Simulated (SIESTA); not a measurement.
Wanted: the native input for a SIESTA 5.4.2 run.

- Task: single point
- Functional: PBE
- Potentials or basis: PseudoDojo 0.4 standard (PBE files)
- Basis: DZ (energy shift 0.003 Ry)
- Grid cutoff: 500 Ry
- Energy shift: 0.003 Ry
- k mesh: 11 × 11 × 1
- Occupations: fermi-dirac, width 0.05 eV
- Spin: no spin polarisation
- dipole correction: yes

The system is Al, a slab with vacuum.

```
Al
1.0
     2.82708    0.00000    0.00000
    -1.41354    2.44832    0.00000
     0.00000    0.00000   24.18599
Al
5
Cartesian
  0.0000 0.0000 7.5000
  0.0000 1.6322 9.7965
  0.0000 0.0000 12.0930
  1.4135 0.8161 14.3895
  0.0000 0.0000 16.6860
```

The slab is cut from a database's or a generator's crystal, which needn't be the stable form of the element.

One way to write it, as run:

Al.fdf

```
SystemName                      Al
SystemLabel                     Al
NumberOfSpecies                 1
NumberOfAtoms                   5
%block ChemicalSpeciesLabel
  1  13 Al
%endblock ChemicalSpeciesLabel

UseStructFile                   true

%block kgrid.MonkhorstPack
   11   0   0  0.0
    0  11   0  0.0
    0   0   1  0.0
%endblock kgrid.MonkhorstPack
XC.Functional                   GGA
XC.Authors                      PBE
PAO.BasisSize                   DZ
PAO.EnergyShift                 0.003 Ry
Mesh.Cutoff                     500 Ry
OccupationFunction              FD
ElectronicTemperature           0.05 eV
Slab.DipoleCorrection           vacuum
MaxSCFIterations                120
SCF.MustConverge                false
SCF.Mixer.Method                Pulay
SCF.Mixer.Weight                0.25
SCF.Mixer.History               8
SCF.DM.Tolerance                5.0e-05
SCF.H.Tolerance                 1.0e-03 eV
WriteForces                     true
Charge.Mulliken                 end
```

Al.STRUCT_IN

```
   2.8270770242     0.0000000000     0.0000000000
  -1.4135385121     2.4483205214     0.0000000000
   0.0000000000     0.0000000000    24.1859930700
5
1  13    0.0000000000     0.0000000000     0.3100968390
1  13    0.3333333300     0.6666666600     0.4050484195
1  13    0.0000000000     0.0000000000     0.5000000000
1  13    0.6666666700     0.3333333400     0.5949515805
1  13    0.0000000000     0.0000000000     0.6899031610
```

Potentials or basis: PseudoDojo 0.4 standard (PBE files), DZ (energy shift 0.003 Ry).

Launch:

```bash
$ siesta < Al.fdf > Al.out 2>&1
```

It gave:

```yaml
Largest_force: 0.660 eV/Å
Band_gap_on_the_k_mesh: none (metal or under the smearing width)
```

Caveat: the basis has no polarisation orbitals; the basis of atomic orbitals isn't converged, which shifts pressures, moduli and gaps.

Wall time 48 s on 1 thread of Arm Neoverse V2, with other jobs on the host, peak memory 0.35 GiB.
